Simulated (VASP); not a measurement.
Here is a VASP 6.6.1 calculation.

Contents of INCAR:

```
SYSTEM = Hf
ALGO = Normal
EDIFF = 1E-6
EDIFFG = -0.005
ENCUT = 600
GGA = PE
IBRION = 2
ISIF = 3
ISMEAR = -1
LASPH = .TRUE.
LCHARG = .FALSE.
LREAL = .FALSE.
LWAVE = .FALSE.
NELM = 60
NSW = 40
PREC = Accurate
PSTRESS = 100
SIGMA = 0.05
```

The input KPOINTS:

```
k-points
0
G
  10 10 5
  0 0 0
```

File POSCAR:

```
Hf
1.0
    3.1967000000      0.0000000000      0.0000000000
   -1.5983500000      2.7684234083      0.0000000000
    0.0000000000      0.0000000000      5.0578000000
Hf
2
Direct
    0.6666666667      0.3333333333      0.7500000000
    0.3333333333      0.6666666667      0.2500000000
```

Potentials or basis: VASP PAW PBE potentials, release 64 (Hf_pv).

Run with:

```sh
$ cat potpaw_PBE.64/Hf_pv/POTCAR > POTCAR
$ mpirun -np 1 vasp_std > vasp.out
```

Question: Estimate the relaxed cell.

Answer: a = 3.114 Å, b = 3.114 Å, c = 4.926 Å, α = 90.00°, β = 90.00°, γ = 120.00°.

Question: Predict the relaxed volume.

Answer: 20.68 Å³/atom.

Question: What does it give for the band gap on the k mesh?

Answer: None (metal or under the smearing width).

Question: What does it give for the space group after relaxing (to 0.05 Å)?

Answer: P6_3/mmc (No. 194).

Final structure:
```
Hf
1.0
     3.11354    0.00000    0.00000
    -1.55677    2.69641    0.00000
     0.00000    0.00000    4.92620
Hf
2
Direct
  0.66667 0.33333 0.75000
  0.33333 0.66667 0.25000
```

Caveat: the cell is relaxed towards a set pressure, so the enthalpy falls and the energy may rise. The run has no spin-orbit coupling, so splittings on Hf are missing.
